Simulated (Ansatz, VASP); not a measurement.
# HgTe: VASP beside Ansatz

The input INCAR:

```
SYSTEM = HgTe
PREC = Accurate
ENCUT = 520
EDIFF = 1E-6
ISMEAR = 0
SIGMA = 0.05
LREAL = .FALSE.
LASPH = .TRUE.
NELM = 100
ALGO = Normal
ISIF = 2
LWAVE = .FALSE.
LCHARG = .FALSE.
GGA = PE
NBANDS = 16
```

KPOINTS

```
regular mesh
0
G
  8 8 8
  0 0 0
```

File POSCAR:

```
HgTe
1.0
    0.0000000000      3.1800000000      3.1800000000
    3.1800000000      0.0000000000      3.1800000000
    3.1800000000      3.1800000000      0.0000000000
Hg Te
1 1
Direct
    0.0000000000      0.0000000000      0.0000000000
    0.5000000000      0.5000000000      0.5000000000
```

Input for Ansatz:

```yaml
crystal:
  lattice:
    - [0.0, 3.18, 3.18]
    - [3.18, 0.0, 3.18]
    - [3.18, 3.18, 0.0]
  atoms:
    - { symbol: Hg, position: [0.0, 0.0, 0.0] }
    - { symbol: Te, position: [0.5, 0.5, 0.5] }
basis:
  ecutwfc: 420
  fft_grid_basis: typed
kpoints:
  mp_grid: { grid: [8, 8, 8] }
hamiltonian:
  xc: pbe
  pseudopotentials: { kind: paw }
scf:
  occupations: { method: gaussian, width: 0.05 }
output:
  forces: true
  stress: true
  eigenvalues: true
  bader: true
  write_density: true
  volumetric_format: npy
  elf: true
```

Measurements of this composition are mostly on another form, of space group No. 216.

Alike in both runs: task single point; functional PBE; k mesh 8 × 8 × 8; occupations gaussian, width 0.05 eV; no spin polarisation.

|  | VASP | Ansatz |
| --- | --- | --- |
| version | VASP 6.6.1 | Ansatz 0.2.0 |
| potentials or method | VASP PAW PBE potentials, release 64 (Hg, Te) | scalar-relativistic, plane waves, PAW |
| plane-wave cutoff (eV) | 520 | 420 |
| valence electrons in the cell | 18 | 36 |

|  | VASP | Ansatz | Ansatz less VASP |
| --- | --- | --- | --- |
| gap on the k mesh at the Fermi level (eV) | none | none | - |
| pressure (GPa) | -3.5 | -3.6 | -0.05 |

A gap of «none» marks a metal or a gap that the smearing closes. With one functional, cell and mesh, what is left measures potentials, basis and numerics. The two sets of potentials don't hold the same shells in valence.

Spin-orbit coupling is left out, which matters for the levels of Hg, Te.
